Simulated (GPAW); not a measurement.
# CoSi (P2_13) in GPAW: single point with PBE

Aim: the single point of CoSi with PBE.

Everything below comes from runs of GPAW 26.7.0. Logs are shortened: lines on timing, memory, paths and dates and some standing lists are left out, and cuts for length are marked. The log counts tension as positive stress, the text compression.

## Step 1: The structure

The structure is cubic, space group P2_13 (No. 198). The conventional cell has a = 4.438 Å, b = 4.438 Å, c = 4.438 Å, α = 90.00°, β = 90.00°, γ = 90.00°. Around Co (site symmetry 3) lie 7 Si at 2.28 to 2.47 Å. Around Si (site symmetry 3) lie 7 Co at 2.28 to 2.47 Å.

## Step 2: Single point, PBE, collinear spin, ferromagnetic start

The input, run.py:

```python
from ase.dft.bandgap import bandgap
from ase.io import read, write
from ase.units import GPa
from gpaw import GPAW, PW

atoms = read('POSCAR')
atoms.set_initial_magnetic_moments([2.0, 2.0, 2.0, 2.0, 0.0, 0.0, 0.0, 0.0])

calc = GPAW(mode=PW(250),
            xc='PBE',
            kpts={'size': (4, 4, 4), 'gamma': True},
            occupations={'name': 'fermi-dirac', 'width': 0.05},
            nbands=51,
            convergence={'density': 1e-05, 'energy': 1e-05},
            maxiter=100,
            txt='gpaw.txt')
atoms.calc = calc
energy = atoms.get_potential_energy()
forces = atoms.get_forces()
stress = atoms.get_stress()
calc.write('gs.gpw')
write('result.traj', atoms)
print(f'Energy: {energy:.6f} eV')
print('Forces (eV/A):')
print(forces.round(4))
print('Stress (GPa):', (stress / GPa).round(3))
print('Moments:', calc.get_magnetic_moments().round(3))
print('Fermi level:', round(calc.get_fermi_level(), 4), 'eV')
print(f'Gap: {bandgap(calc)[0]:.4f} eV, direct: {bandgap(calc, direct=True)[0]:.4f} eV')
```

The input, POSCAR:

```
CoSi
1.0
    4.4380000000      0.0000000000      0.0000000000
    0.0000000000      4.4380000000      0.0000000000
    0.0000000000      0.0000000000      4.4380000000
Co Si
4 4
Direct
    0.8600000000      0.6400000000      0.3600000000
    0.6400000000      0.3600000000      0.8600000000
    0.3600000000      0.8600000000      0.6400000000
    0.1400000000      0.1400000000      0.1400000000
    0.1570000000      0.3430000000      0.6570000000
    0.3430000000      0.6570000000      0.1570000000
    0.6570000000      0.1570000000      0.3430000000
    0.8430000000      0.8430000000      0.8430000000
```

Potentials or basis: GPAW PAW data sets (gpaw-data 1.2.1), pw.

Launch:

```
$ OMP_NUM_THREADS=1 python run.py
```

gpaw.txt:

```text
__  _  _
 | _ |_)|_||  |
 |__||  | ||/\| - 26.7.0

Input parameters:
  mode=PW(ecut=250.0),
  convergence={'density': 1e-05, 'energy': 1e-05},
  kpts=MonkhorstPack(size=(4, 4, 4), gamma=True),
  maxiter=100,
  nbands=51,
  occupations=Occupations(name='fermi-dirac', width=0.05),
  xc=XC(name='PBE')

Diagonalizing LCAO Hamiltonian
Converting LCAO to pw mode
    .----------.
   /|        Si|
  / |   Co     |
 *  |    Co    |
 |  Si      Co |
 |  .--Si------.
 | /     Si   /
 |/Co        /
 *----------*

Atoms  # Å, Bohr magnetons
|   | symbol |        x |        y |        z |    initial magnetic moments |
|---|--------|----------|----------|----------|-----------------------------|
| 0 |     Co | 3.816680 | 2.840320 | 1.597680 | ( 0.0000,  0.0000,  2.0000) |
| 1 |     Co | 2.840320 | 1.597680 | 3.816680 | ( 0.0000,  0.0000,  2.0000) |
| 2 |     Co | 1.597680 | 3.816680 | 2.840320 | ( 0.0000,  0.0000,  2.0000) |
| 3 |     Co | 0.621320 | 0.621320 | 0.621320 | ( 0.0000,  0.0000,  2.0000) |
| 4 |     Si | 0.696766 | 1.522234 | 2.915766 | ( 0.0000,  0.0000,  0.0000) |
| 5 |     Si | 1.522234 | 2.915766 | 0.696766 | ( 0.0000,  0.0000,  0.0000) |
| 6 |     Si | 2.915766 | 0.696766 | 1.522234 | ( 0.0000,  0.0000,  0.0000) |
| 7 |     Si | 3.741234 | 3.741234 | 3.741234 | ( 0.0000,  0.0000,  0.0000) |

Unit cell  # Å
| periodic |        x |        y |        z |  lengths |    angles |
|----------|----------|----------|----------|----------|-----------|
|      yes | 4.438000 | 0.000000 | 0.000000 | 4.438000 | 90.000000 |
|      yes | 0.000000 | 4.438000 | 0.000000 | 4.438000 | 90.000000 |
|      yes | 0.000000 | 0.000000 | 4.438000 | 4.438000 | 90.000000 |

Number of symmetries: 3
Symmetry operations  # r_c * U_cc + t_c -> r_c
|   | kind |            matrix            |
|---|------|------------------------------|
| 0 |  E   |  1, 0, 0,  0, 1, 0,  0, 0, 1 |
| 1 |  C3  |  0, 1, 0,  0, 0, 1,  1, 0, 0 |
| 2 |  C3  |  0, 0, 1,  1, 0, 0,  0, 1, 0 |

BZ-sampling:
  Number of BZ points: 64
  Number of IBZ points: 14

  Monkhorst-Pack size: [4, 4, 4]
  Monkhorst-Pack shift: [0.125, 0.125, 0.125]

K-points  # in reciprocal-cell coordinates
|     |                                coordinates |     weight |
|-----|--------------------------------------------|------------|
|   0 | (  0.00000000,   0.00000000,   0.00000000) | 0.01562500 |
|   1 | (  0.25000000,   0.00000000,  -0.25000000) | 0.09375000 |
|   2 | (  0.25000000,   0.00000000,   0.00000000) | 0.09375000 |
|   3 | (  0.25000000,   0.25000000,  -0.25000000) | 0.09375000 |
|   4 | (  0.25000000,   0.25000000,   0.00000000) | 0.09375000 |
|   5 | (  0.25000000,   0.25000000,   0.25000000) | 0.03125000 |
|   6 | (  0.50000000,   0.00000000,   0.00000000) | 0.04687500 |
|   7 | (  0.50000000,   0.00000000,   0.25000000) | 0.09375000 |
|   8 | (  0.50000000,   0.25000000,  -0.25000000) | 0.09375000 |
|   9 | (  0.50000000,   0.25000000,   0.00000000) | 0.09375000 |
| ... |                                            |            |
|  13 | (  0.50000000,   0.50000000,   0.50000000) | 0.01562500 |

Plane wave coefficients: 804
Cutoff: 250.0 eV

Spin-components: 2 (collinear spins)
Bands:           51
Projectors:      44
Spin-degeneracy: 1
Datatype:        complex128

Parallelization:
  kpt:    1
  domain: 1
  band:   1

Density:
  Valence electrons: 52.0
  Components: 2
  Grid points: [18 18 18]
  Charge: 0.0  # |e|

Potential:
  Grid points: [18 18 18]

species:
  Co:
    name:    Cobalt
    Z:       27.0
    valence: 9
    core:    18
    charge:  0.0  # [|e|]
    compensation charges:
      type: gauss
      rc: 0.32  # [Å]
      lmax: 2
    cutoffs:
      filter: 1.87  # [Å]
      core: 2.55  # [Å]
    projectors
    | kind |    occ | energy [eV] | rcut [Å] |
    |------|--------|-------------|----------|
    |   4s |  2.000 |      -5.469 |    1.005 |
    |   4p |  0.000 |      -1.277 |    1.058 |
    |   3d |  7.000 |      -8.205 |    1.005 |
    |    s |        |      21.742 |    1.005 |
    |    p |        |      25.934 |    1.058 |
    |    d |        |      19.007 |    1.005 |

    Using partial waves for Co as LCAO basis

  Si:
    name:    Silicon
    Z:       14.0
    valence: 4
    core:    10
    charge:  0.0  # [|e|]
    compensation charges:
      type: gauss
      rc: 0.33  # [Å]
      lmax: 2
    cutoffs:
      filter: 1.86  # [Å]
      core: 2.06  # [Å]
    projectors
    | kind |    occ | energy [eV] | rcut [Å] |
    |------|--------|-------------|----------|
    |   3s |  2.000 |     -10.812 |    1.058 |
    |   3p |  2.000 |      -4.081 |    1.058 |
    |    s |        |      16.399 |    1.058 |
    |    p |        |      23.130 |    1.058 |
    |    d |        |       0.000 |    1.058 |

    Using partial waves for Si as LCAO basis

Reference energy: -183156.216624  # eV

eigensolver:
  PPCG
  Converge bands: occupied
  niter=2

density mixing:
  MSR1-Mixer
  Pratt-step length: 0.05
  Maximum mixing coefficient: 0.75
  Old densities: 10
  SVD Regularization: 0.005
  Good broyden scale: 1.0
  Trust region scale: 1.0
  Backstep threshold: 4.0
  History deletion threshold: 6.0
  Fourier metric: weight=20.0, sigma=0.015

occupation numbers:
  Fermi-Dirac:
    width: 0.0500  # eV

poisson solver:
  ecut: 2000.0  # eV

xc functional:
  name: PBE with 2 nearest neighbor stencil

convergence criteria:
- Maximum integral of absolute [dens]ity change: 1e-05 electrons / valence electron
- Maximum [total energy] change in last 3 cyles: 1e-05 eV / valence electron
- Maximum integral of absolute [eigenst]ate change: 4e-08 eV^2 / valence electron
maximum number of iterations: 100

SCF iterations
|iter     | |      energy | eigst |  dens |  magmom |
|---------|-|-------------|-------|-------|---------|
|iter:   1| |  -53.837360 | +0.30 |       |  +8.0160|
|iter:   2| |  -54.279185 | -1.61 | -0.74 |  +7.7414|
|iter:   3| |  -54.672442 | -2.52 | -0.81 |  +6.2997|
|iter:   4| |  -55.049411 | -2.14 | -0.90 |  +3.8009|
|iter:   5| |  -55.498952 | -2.87 | -1.23 |  +1.6541|
|iter:   6| |  -57.449067 | -2.13 | -1.40 |  -0.0516|
|iter:   7| |  -55.717940 | -1.96 | -1.04 |  -0.3369|
|iter:   8| |  -55.708434 | -3.32 | -1.50 |  -0.1876|
|iter:   9| |  -55.721655 | -3.87 | -1.93 |  -0.1069|
|iter:  10| |  -55.723554 | -4.52 | -2.32 |  -0.0416|
|iter:  11| |  -55.723544 | -5.43 | -2.74 |  -0.0187|
|iter:  12| |  -55.723544c| -6.14 | -3.12 |  -0.0026|
|iter:  13| |  -55.723547c| -7.28 | -3.80 |  -0.0003|
|iter:  14| |  -55.723548c| -7.49c| -4.06 |  +0.0002|
|iter:  15| |  -55.723548c| -8.22c| -4.40 |  +0.0003|
|iter:  16| |  -55.723548c| -7.89c| -4.57 |  -0.0001|
|iter:  17| |  -55.723548c| -8.00c| -4.87 |  -0.0001|
|iter:  18| |  -55.723548c| -8.56c| -5.21c|  -0.0000|

Converged in 18 steps
Energy contributions relative to reference atoms: (reference = -183156.216624)

Energy contributions:
  Kinetic:          38.242237
  Coulomb:         -20.509221
  Zero:              1.350287
  External:          0.000000
  Xc:              -74.799124
  Entropy:          -0.015453
  Spinorbit:         0.000000
  ----------------------------
  Free energy:     -55.731275
  Extrapolated:    -55.723548

dipole moment: (-0.000019, -0.000019, -0.000019)  # |e|*Ang

Total magnetic moment: (0.000000, 0.000000, -0.000020)

Local magnetic moments
|        x |        y |         z |
|----------|----------|-----------|
| 0.000000 | 0.000000 | -0.000001 |  # Co   0
| 0.000000 | 0.000000 | -0.000001 |  # Co   1
| 0.000000 | 0.000000 | -0.000001 |  # Co   2
| 0.000000 | 0.000000 | -0.000004 |  # Co   3
| 0.000000 | 0.000000 | -0.000003 |  # Si   4
| 0.000000 | 0.000000 | -0.000003 |  # Si   5
| 0.000000 | 0.000000 | -0.000003 |  # Si   6
| 0.000000 | 0.000000 | -0.000003 |  # Si   7

Fermi level: 11.836
Eigenvalues  # (at kpt = [0.000, 0.000, 0.000])
| band index |      eig [eV] | occ [0-1] |      eig [eV] | occ [0-1] |
|------------|---------------|-----------|---------------|-----------|
|          0 |        -1.926 |     1.000 |        -1.926 |     1.000 |
|        ... |               |           |               |           |
|         19 |        10.897 |     1.000 |        10.897 |     1.000 |
|         20 |        10.897 |     1.000 |        10.897 |     1.000 |
|         21 |        10.897 |     1.000 |        10.897 |     1.000 |
|         22 |        11.035 |     1.000 |        11.035 |     1.000 |
|         23 |        11.035 |     1.000 |        11.035 |     1.000 |
|         24 |        11.808 |     0.637 |        11.808 |     0.637 |
[... 8 lines left out ...]
|         33 |        15.325 |     0.000 |        15.325 |     0.000 |
|         34 |        15.325 |     0.000 |        15.325 |     0.000 |
|        ... |               |           |               |           |
|         50 |        28.889 |     0.000 |        28.889 |     0.000 |

No gap
No difference between direct/indirect transitions

Forces  # eV/Ang
|        x |        y |        z |
|----------|----------|----------|
| -0.20799 |  0.20799 | -0.20797 |  # Co   0
|  0.20799 | -0.20797 | -0.20799 |  # Co   1
| -0.20797 | -0.20799 |  0.20799 |  # Co   2
|  0.20798 |  0.20798 |  0.20798 |  # Co   3
|  0.01472 | -0.01472 |  0.01472 |  # Si   4
| -0.01472 |  0.01472 |  0.01472 |  # Si   5
|  0.01472 |  0.01472 | -0.01472 |  # Si   6
| -0.01472 | -0.01472 | -0.01472 |  # Si   7

Stress tensor  # eV/Ang^3
|         x |         y |         z |
|-----------|-----------|-----------|
|  0.209768 | -0.000000 | -0.000000 |
| -0.000000 |  0.209768 | -0.000000 |
| -0.000000 | -0.000000 |  0.209768 |

# Writing to gs.gpw (mode='')
```

Wall time 42 s (1 thread of Intel Xeon Platinum 8488C (Sapphire Rapids), shared host); peak memory 0.17 GiB.

The run converged, but some of its settings lie outside the range that counts as converged, so its numbers aren't taken as properties of the crystal.

What came out:

| Item | Value |
| --- | --- |
| Free energy | -55.7313 eV |
| Pressure | -33.6 GPa |
| Largest force | 0.360 eV/Å |
| Band gap on the k mesh | none (metal or under the smearing width) |
| Net moment | 0.00 μB per cell |

Caveat: the cutoff is short for stress and forces, so pressures can be off by a GPa or more; the starting moments collapsed, and a magnetic state may lie lower; a pressure of tens of GPa on the cell as given is suspect, and the run, the potentials or the cell itself is likely at fault.
